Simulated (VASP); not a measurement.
Method: r2SCAN meta-GGA, VASP's PBE PAW potentials (set 64) (plane waves; VASP).

Input for VASP

File POSCAR:
```
InN
1
    0.0000000000     2.5268657332     2.5268657332
    2.5268657332     0.0000000000     2.5268657332
    2.5268657332     2.5268657332     0.0000000000
In N
1 1
Direct
  0.0000000000   0.0000000000   0.0000000000
  0.2500000000   0.2500000000   0.2500000000
```

**KPOINTS**
```
Automatic mesh
0
Gamma
13 13 13
0 0 0
```

**INCAR**
```
SYSTEM = InN
PREC = Accurate
ENCUT = 520
EDIFF = 1E-7
NELM = 100
ALGO = Normal
LREAL = .FALSE.
LASPH = .TRUE.
ISMEAR = 1
SIGMA = 0.1
METAGGA = R2SCAN
LMIXTAU = .TRUE.
LMAXMIX = 4
LWAVE = .FALSE.
LCHARG = .FALSE.
ISIF = 2
```

POTCAR, in this order: In_d N (PBE.64 set). Program: vasp_std.

What VASP printed:

File OUTCAR:
```
 ion  position               nearest neighbor table
   1  0.000  0.000  0.000-   2 2.19   2 2.19   2 2.19   2 2.19
   2  0.250  0.250  0.250-   1 2.19   1 2.19   1 2.19   1 2.19
  LATTYP: Found a face centered cubic cell.
 ALAT       =     5.0537314664
 Subroutine PRICEL returns:
 Original cell was already a primitive cell.
 Subroutine GETGRP returns: Found 24 space group operations
The static configuration has the point symmetry T_d .
The dynamic configuration has the point symmetry T_d .
 Subroutine INISYM returns: Found 24 space group operations
 Subroutine IBZKPT returns following result:
 Found     84 irreducible k-points:

 Following reciprocal coordinates:
            Coordinates               Weight
  0.000000  0.000000  0.000000      1.000000
  0.076923  0.000000  0.000000      8.000000
  0.153846  0.000000  0.000000      8.000000
  0.230769  0.000000  0.000000      8.000000
  0.307692  0.000000  0.000000      8.000000
  0.384615  0.000000  0.000000      8.000000
  0.461538  0.000000  0.000000      8.000000
  0.076923  0.076923  0.000000      6.000000
  0.153846  0.076923  0.000000     24.000000
...
```

File OSZICAR:
```
       N       E                     dE             d eps       ncg     rms          rms(c)
DAV:   1     0.108512290992E+03    0.10851E+03   -0.94682E+03  2202   0.185E+03
DAV:   2    -0.262244763130E+02   -0.13474E+03   -0.12887E+03  2384   0.382E+02
DAV:   3    -0.378398698699E+02   -0.11615E+02   -0.11458E+02  2679   0.115E+02
DAV:   4    -0.381627295873E+02   -0.32286E+00   -0.32242E+00  2471   0.207E+01
DAV:   5    -0.381773364872E+02   -0.14607E-01   -0.14606E-01  3130   0.403E+00    0.105E+01
DAV:   6    -0.316880613092E+02    0.64893E+01   -0.71788E+00  3286   0.704E+01    0.540E+00
DAV:   7    -0.318223812061E+02   -0.13432E+00   -0.73765E-01  2559   0.161E+01    0.304E+00
DAV:   8    -0.319852205423E+02   -0.16284E+00   -0.35916E-01  2608   0.898E+00    0.150E+00
DAV:   9    -0.317864087165E+02    0.19881E+00   -0.18619E-01  2184   0.696E+00    0.533E-01
DAV:  10    -0.319027777057E+02   -0.11637E+00   -0.63357E-02  2184   0.284E+00    0.478E-01
DAV:  11    -0.319027271944E+02    0.50511E-04   -0.26265E-03  2725   0.488E-01    0.414E-01
DAV:  12    -0.319048880246E+02   -0.21608E-02   -0.15790E-03  2184   0.676E-01    0.405E-01
DAV:  13    -0.319023802244E+02    0.25078E-02   -0.31351E-03  2290   0.818E-01    0.509E-01
DAV:  14    -0.319051814183E+02   -0.28012E-02   -0.12080E-03  2189   0.387E-01    0.529E-01
DAV:  15    -0.319055524600E+02   -0.37104E-03   -0.27376E-04  2194   0.252E-01    0.480E-01
DAV:  16    -0.319055585081E+02   -0.60481E-05   -0.39583E-05  2719   0.986E-02    0.426E-01
DAV:  17    -0.319053158692E+02    0.24264E-03   -0.15827E-04  3153   0.267E-01    0.290E-01
DAV:  18    -0.319052112966E+02    0.10457E-03   -0.90038E-05  2811   0.137E-01    0.217E-01
DAV:  19    -0.319051482104E+02    0.63086E-04   -0.38701E-05  2921   0.874E-02    0.164E-01
DAV:  20    -0.319050632963E+02    0.84914E-04   -0.12930E-04  2814   0.185E-01    0.702E-02
DAV:  21    -0.319050563154E+02    0.69809E-05   -0.49041E-05  2940   0.705E-02    0.195E-02
DAV:  22    -0.319050561161E+02    0.19928E-06   -0.25440E-06  2229   0.163E-02    0.114E-02
DAV:  23    -0.319050570729E+02   -0.95681E-06   -0.19401E-06  3168   0.250E-02    0.746E-03
DAV:  24    -0.319050579263E+02   -0.85341E-06   -0.90725E-07  2311   0.113E-02    0.554E-03
DAV:  25    -0.319050582419E+02   -0.31559E-06   -0.16681E-07  1824   0.804E-03    0.311E-03
DAV:  26    -0.319050582148E+02    0.27139E-07   -0.33344E-08  1422   0.230E-03
   1 F= -.31905058E+02 E0= -.31905094E+02  d E =0.106642E-03
```

### OUTCAR
```
------------------------ aborting loop because EDIFF is reached ----------------------------------------
  FORCE on cell =-STRESS in cart. coord.  units (eV):
  Direction    XX          YY          ZZ          XY          YZ          ZX
  --------------------------------------------------------------------------------------
  Total       -0.7750780     -0.7750780     -0.7750780      0.0000000      0.0000000      0.0000000
  in kB      -38.4839380    -38.4839380    -38.4839380      0.0000000      0.0000000      0.0000000
  external PRESSURE =     -38.4839380 kB  Pullay stress =       0.0000000 kB
  volume of cell :       32.27
      direct lattice vectors                 reciprocal lattice vectors
     0.000000000  2.526865733  2.526865733    -0.197873592  0.197873592  0.197873592
     2.526865733  0.000000000  2.526865733     0.197873592 -0.197873592  0.197873592
     2.526865733  2.526865733  0.000000000     0.197873592  0.197873592 -0.197873592
 POSITION                                       TOTAL-FORCE (eV/Angst)
 -----------------------------------------------------------------------------------
      0.00000      0.00000      0.00000         0.000000      0.000000      0.000000
      1.26343      1.26343      1.26343        -0.000000     -0.000000     -0.000000
 -----------------------------------------------------------------------------------
    total drift:                               -0.000006     -0.000006     -0.000006
  FREE ENERGIE OF THE ION-ELECTRON SYSTEM (eV)
  ---------------------------------------------------
  free  energy   TOTEN  =       -31.9050582148 eV

  energy  without entropy=      -31.9051648570  energy(sigma->0) =      -31.90509376
```
(Selected blocks of OUTCAR.)

The compound is InN in the zinc blende structure, a metastable form; wurtzite is the usual one. This cell is one point of a volume scan, at 1.03 of the reference volume.
